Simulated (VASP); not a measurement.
These are PBEsol GGA, VASP's PBE PAW potentials (set 64) (plane waves; VASP) values and carry that method's errors.

VASP input:

### KPOINTS
```
kpoints
0
Gamma
 5 5 7
0 0 0
```

### INCAR
```
! general
SYSTEM = MgF2
PREC   = Accurate
ENCUT  = 520
LREAL  = .FALSE.
LASPH  = .TRUE.   ! aspherical one-centre terms

! electronic loop
EDIFF  = 1E-7   ! SCF stop (eV)
NELM   = 100   ! most electronic steps
ALGO   = Normal   ! blocked Davidson

! smearing
ISMEAR = 0   ! Gaussian
SIGMA  = 0.05   ! width (eV)

! functional
GGA    = PS   ! PBEsol

! ions
IBRION = 2   ! conjugate gradients
NSW    = 30
ISIF   = 4   ! ions and shape, fixed volume
EDIFFG = -0.01   ! ionic stop

! output
LWAVE  = .FALSE.
LCHARG = .FALSE.
```

### POSCAR
```
MgF2
1.0
  4.5783788121   0.0000000000   0.0000000000
  0.0000000000   4.5783788121   0.0000000000
  0.0000000000   0.0000000000   3.0233612711
Mg F
2 4
Cart
  4.5783788121   0.0000000000   0.0000000000
  2.2891894061   2.2891894061   1.5116806356
  1.3876441515   1.3876441515   0.0000000000
  3.6768335575   0.9015452546   1.5116806356
  0.9015452546   3.6768335575   1.5116806356
  3.1907346606   3.1907346606   0.0000000000
```

POTCAR, in this order: Mg F (PBE.64 set). Program: vasp_std.

What VASP printed:

File OSZICAR:
```
       N       E                     dE             d eps       ncg     rms          rms(c)
DAV:   1     0.190216739591E+03    0.19022E+03   -0.18383E+04  1000   0.151E+03
DAV:   2    -0.258899800984E+02   -0.21611E+03   -0.20943E+03  1280   0.327E+02
DAV:   3    -0.346667051094E+02   -0.87767E+01   -0.87474E+01  1136   0.686E+01
DAV:   4    -0.347192426089E+02   -0.52537E-01   -0.52525E-01  1096   0.620E+00
DAV:   5    -0.347195423282E+02   -0.29972E-03   -0.29970E-03  1128   0.478E-01    0.903E+00
DAV:   6    -0.325567439023E+02    0.21628E+01   -0.89398E+00  1100   0.230E+01    0.293E+00
DAV:   7    -0.325569441432E+02   -0.20024E-03   -0.86715E-02  1052   0.227E+00    0.182E+00
DAV:   8    -0.325731946063E+02   -0.16250E-01   -0.38066E-02  1080   0.241E+00    0.158E-01
DAV:   9    -0.325738211037E+02   -0.62650E-03   -0.26302E-03  1132   0.386E-01    0.678E-02
DAV:  10    -0.325739805816E+02   -0.15948E-03   -0.18575E-04  1048   0.119E-01    0.108E-02
DAV:  11    -0.325739814539E+02   -0.87224E-06   -0.17477E-05  1108   0.343E-02    0.544E-03
DAV:  12    -0.325739816788E+02   -0.22495E-06   -0.53940E-06  1096   0.188E-02    0.228E-03
DAV:  13    -0.325739816069E+02    0.71931E-07   -0.61476E-07  1024   0.638E-03
   1 F= -.32573982E+02 E0= -.32573982E+02  d E =-.325740E+02
       N       E                     dE             d eps       ncg     rms          rms(c)
DAV:   1    -0.325743401278E+02   -0.35845E-03   -0.11592E-01   960   0.316E+00    0.126E-01
DAV:   2    -0.325743864250E+02   -0.46297E-04   -0.22876E-03  1100   0.411E-01    0.701E-02
DAV:   3    -0.325742964600E+02    0.89965E-04   -0.63919E-05  1108   0.963E-02    0.190E-02
DAV:   4    -0.325742903943E+02    0.60656E-05   -0.21456E-05  1096   0.461E-02    0.432E-03
DAV:   5    -0.325742904643E+02   -0.69990E-07   -0.12645E-06  1056   0.100E-02    0.223E-03
DAV:   6    -0.325742904961E+02   -0.31766E-07   -0.12973E-07   636   0.402E-03
   2 F= -.32574290E+02 E0= -.32574290E+02  d E =-.308889E-03
```

OUTCAR:
```
------------------------ aborting loop because EDIFF is reached ----------------------------------------
  FORCE on cell =-STRESS in cart. coord.  units (eV):
  Direction    XX          YY          ZZ          XY          YZ          ZX
  --------------------------------------------------------------------------------------
  Total        1.3054160      1.3054160      1.3872625      0.0000000      0.0000000      0.0000000
  in kB       33.0024375     33.0024375     35.0716136      0.0000000      0.0000000      0.0000000
  external PRESSURE =      33.6921628 kB  Pullay stress =       0.0000000 kB
  volume of cell :       63.37
      direct lattice vectors                 reciprocal lattice vectors
     4.575899543  0.000000000  0.000000000     0.218536266 -0.000000000  0.000000000
     0.000000000  4.575899543  0.000000000    -0.000000000  0.218536266  0.000000000
     0.000000000  0.000000000  3.026638335     0.000000000  0.000000000  0.330399569
 POSITION                                       TOTAL-FORCE (eV/Angst)
 -----------------------------------------------------------------------------------
      0.00000      0.00000      0.00000         0.000000      0.000000      0.000000
      2.28795      2.28795      1.51332         0.000000      0.000000      0.000000
      1.38567      1.38567      0.00000        -0.006577     -0.006577     -0.000000
      3.67362      0.90228      1.51332        -0.006577      0.006577      0.000000
      0.90228      3.67362      1.51332         0.006577     -0.006577      0.000000
      3.19023      3.19023      3.02664         0.006577      0.006577      0.000000
 -----------------------------------------------------------------------------------
    total drift:                                0.000000      0.000000     -0.000000
  FREE ENERGIE OF THE ION-ELECTRON SYSTEM (eV)
  ---------------------------------------------------
  free  energy   TOTEN  =       -32.5742904961 eV

  energy  without entropy=      -32.5742904961  energy(sigma->0) =      -32.57429050

 reached required accuracy - stopping structural energy minimisation
```
(Selected blocks of OUTCAR.)

### CONTCAR
```
MgF2
   1.00000000000000
     4.5758995428360887    0.0000000000000000    0.0000000000000000
     0.0000000000000000    4.5758995428360887    0.0000000000000000
     0.0000000000000000    0.0000000000000000    3.0266383348701780
  Mg              F
     2     4
Direct
     0.0000000000000000    0.0000000000000000    0.0000000000000000
     0.5000000000000000    0.5000000000000000    0.5000000000000000
     0.3028200046530532    0.3028200046530532    0.0000000000000000
     0.8028200046530531    0.1971799953469468    0.5000000000000000
     0.1971799953469468    0.8028200046530531    0.5000000000000000
     0.6971799953469469    0.6971799953469469    1.0000000000000000
```

The compound is MgF2 in the rutile structure. This cell is one point of a volume scan, at 0.97 of the reference volume. Symmetry was kept, so distortions that lower it aren't found.
